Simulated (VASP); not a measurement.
## TePb (zincblende), PBE relaxation of cell and atoms: Ansatz's output and VASP's

Start cell

```
Pb Te
1.0
     0.00000    3.25545    3.25545
     3.25545    0.00000    3.25545
     3.25545    3.25545    0.00000
Pb Te
1 1
Direct
  0.00000 0.00000 0.00000
  0.25000 0.25000 0.25000
```

Ansatz printed

```
basis re-selected at this cell: Δ(F+E_penalty+E_count) = -8.861e-5 eV, ΔP = -0.000 GPa vs the last step (what re-selecting the basis moved, of the pressure what is left beyond the Pulay correction that the steps carried, after the strain that the cell walked since its last selection, with what the two solves' SCF thresholds leave and, on support functions, any second-order correction that the steps lacked; it is no measure of the basis error at this ecutwfc). This SCF's stress stands 4.87e-2 GPa from its target on what of the cell is left free (relax.cell.stress_tol is 5.00e-2 GPa) and its largest allowed force component is 1.84e-16 eV/Å (relax.f_tol is 5.00e-3 eV/Å): within both
SCF converged after 6 iterations
Free energy (F): -18886.808479 eV
Harris-Foulkes:  -18886.808479 eV  (|F-HF|=5.31e-10)
Internal energy: -18886.808479 eV  (E = F + TS)
E sigma→0 (E₀):  -18886.808479 eV
Fermi energy:    4.985185 eV
--- Per-component energies (eV) ---
  E_band       = -436.247031
  E_kinetic    = 466.781001
  E_local      = -3193.317753  (includes V_loc(G=0)·N_el)
  E_nonlocal   = 39.429474
  E_hartree    = 1598.920797
  E_xc         = -344.514869
  E_vxc        = -235.521009  (∫ρ·V_xc dr)
  E_paw        = -15065.942015  (= ΣΔE_a)
  E_vpaw       = -711.460221  (= ΣTr[D̂ρ^β])
  E_aug_tail   = -0.000116  (compensation charges beyond the density's cutoff)
  E_ewald      = -2388.164998
  E_smearing   = -0.000000  (= −TS)
  E_closure    = 0.000000  (closes the sum)
  Σ components = -18886.808479   (vs F -18886.808479, Δ=0.00e0)
--- Forces (eV/Å), atoms counted from 1 ---
  atom   1  Pb    -0.00000000     0.00000000     0.00000000
  atom   2  Te     0.00000000    -0.00000000    -0.00000000
  max |Σ_I F_I| component: 2.44e-16 eV/Å
--- Stress (GPa, compression-positive) ---
        0.048701      -0.000000      -0.000000
       -0.000000       0.048701      -0.000000
       -0.000000      -0.000000       0.048701
  P = ⅓ Tr σ = 0.0487 GPa (0.487 kbar)
--- Relaxed structure (6 steps of the walk, 6 accepted, 2 SCFs on fresh bases) ---
  F+E_penalty+E_count = -18886.80847926 eV   max|allowed force component| = 1.839e-16 eV/Å   (the final SCF, on the basis selected at the relaxed cell)
  cell:  # Å, volume = 98.4923 Å³
    - [6.407430331366205e-33, 3.665422778888164, 3.665422778888164]
    - [3.665422778888164, -2.6827133753195285e-32, 3.665422778888164]
    - [3.665422778888164, 3.665422778888164, -1.7922971125710243e-32]
  atoms:
    - { symbol: Pb, position: [4.0284416539356896e-33, -5.5468874601614105e-33, -5.023072957202052e-33] }
    - { symbol: Te, position: [0.25, 0.25, 0.25] }
```

Each program uses its own PAW datasets. VASP's cell holds 20 valence electrons and Ansatz's 30.

What does VASP give for the same cell and level of theory?

relaxed cell vector lengths 5.186, 5.186, 5.186 Å; relaxed cell volume 98.63 Å³.

From OUTCAR

```
k-points           NKPTS =     16   k-points in BZ     NKDIM =     16   number of bands    NBANDS=     17

   NELECT =      20.0000    total number of electrons

   dimension x,y,z NGX =    42 NGY =   42 NGZ =   42
   dimension x,y,z NGXF=    84 NGYF=   84 NGZF=   84

  energy-cutoff  :      600.00
  volume of cell :       98.63
      direct lattice vectors                 reciprocal lattice vectors
     0.000000000  3.667111500  3.667111500    -0.136347095  0.136347095  0.136347095
     3.667111500  0.000000000  3.667111500     0.136347095 -0.136347095  0.136347095
     3.667111500  3.667111500  0.000000000     0.136347095  0.136347095 -0.136347095

 k-points in reciprocal lattice and weights: KPOINTS created by Atomic Simulation Env
   0.00000000  0.00000000  0.00000000       0.005
   0.16666667  0.00000000  0.00000000       0.037
   0.33333333  0.00000000  0.00000000       0.037
   0.50000000  0.00000000  0.00000000       0.019
   0.16666667  0.16666667  0.00000000       0.028
   0.33333333  0.16666667  0.00000000       0.111
   0.50000000  0.16666667  0.00000000       0.111
  -0.33333333  0.16666667  0.00000000       0.111
   ...

 E-fermi :   2.8715

 k-point     1 :       0.0000    0.0000    0.0000
  band No.  band energies     occupation
      1     -14.3222      2.00000
      2     -14.3222      2.00000
      3     -14.3222      2.00000
      4     -14.3015      2.00000
      5     -14.3015      2.00000
      6      -8.6529      2.00000
      7      -3.6732      2.00000
      8       1.2089      2.00000
      9       1.2089      2.00000
     10       1.2089      2.00000
     11       4.1549      0.00000
     12       4.1549      0.00000
     13       4.1549      0.00000
     14       6.7351      0.00000
     15       9.6673      0.00000
     16       9.6673      0.00000
     17      10.5711      0.00000

 k-point     2 :       0.1667    0.0000    0.0000
  band No.  band energies     occupation
      1     -14.3242      2.00000
      2     -14.3211      2.00000
      3     -14.3211      2.00000
      4     -14.3014      2.00000
      5     -14.3014      2.00000
      6      -8.5171      2.00000
      7      -4.0532      2.00000
      8       1.0470      2.00000
      9       1.0470      2.00000
     10       1.1359      2.00000
     11       4.3417      0.00000
     12       4.4180      0.00000
     13       4.4180      0.00000
     14       7.5930      0.00000
     15       9.1178      0.00000
     16       9.1178      0.00000
     17      10.0789      0.00000

 k-point     3 :       0.3333    0.0000    0.0000
  band No.  band energies     occupation
      1     -14.3283      2.00000
      2     -14.3191      2.00000
      3     -14.3191      2.00000
      4     -14.3011      2.00000
      5     -14.3011      2.00000
      6      -8.1865      2.00000
      7      -4.8039      2.00000
      8       0.7840      2.00000
      9       0.7840      2.00000
     10       0.8713      2.00000
     11       4.8179      0.00000
     12       4.8179      0.00000
     13       5.3533      0.00000
     14       8.3355      0.00000
     15       9.2181      0.00000
     16       9.2181      0.00000
     17      10.2961      0.00000

 k-point     4 :       0.5000    0.0000    0.0000
  band No.  band energies     occupation
      1     -14.3304      2.00000
      2     -14.3182      2.00000
      3     -14.3182      2.00000
      4     -14.3008      2.00000
      5     -14.3008      2.00000
      6      -7.9715      2.00000
      7      -5.2045      2.00000
      8       0.6726      2.00000
      9       0.6726      2.00000
     10       0.7288      2.00000
     11       4.9526      0.00000
     12       4.9526      0.00000
     13       6.2610      0.00000
     14       8.4381      0.00000
     15       9.4225      0.00000
     16       9.9294      0.00000
     17       9.9294      0.00000

 k-point     5 :       0.1667    0.1667    0.0000
  band No.  band energies     occupation
      1     -14.3263      2.00000
      2     -14.3200      2.00000
      3     -14.3200      2.00000
      4     -14.3021      2.00000
      5     -14.3008      2.00000
      6      -8.4696      2.00000
      7      -4.1672      2.00000
      8       0.8064      2.00000
      9       0.8064      2.00000
     10       1.5963      2.00000
     11       3.6977      0.00000
     12       4.8331      0.00000
     13       4.8331      0.00000
     14       7.8847      0.00000
     15       8.2247      0.00000
     16       9.8995      0.00000
     17      11.1261      0.00000

 ...

  Total        0.0024458      0.0024458      0.0024458      0.0000000      0.0000000      0.0000000
  in kB        0.0397306      0.0397306      0.0397306      0.0000000      0.0000000      0.0000000
  external PRESSURE =       0.0397306 kB  Pullay stress =       0.0000000 kB

 POSITION                                       TOTAL-FORCE (eV/Angst)
 -----------------------------------------------------------------------------------
      0.00000      0.00000      0.00000         0.000000      0.000000      0.000000
      1.83356      1.83356      1.83356        -0.000000     -0.000000     -0.000000
 -----------------------------------------------------------------------------------
    total drift:                                0.000000      0.000000      0.000000

  FREE ENERGIE OF THE ION-ELECTRON SYSTEM (eV)
  ---------------------------------------------------
  free  energy   TOTEN  =        -7.1464362568 eV

  energy  without entropy=       -7.1464362566  energy(sigma->0) =       -7.14643626
```
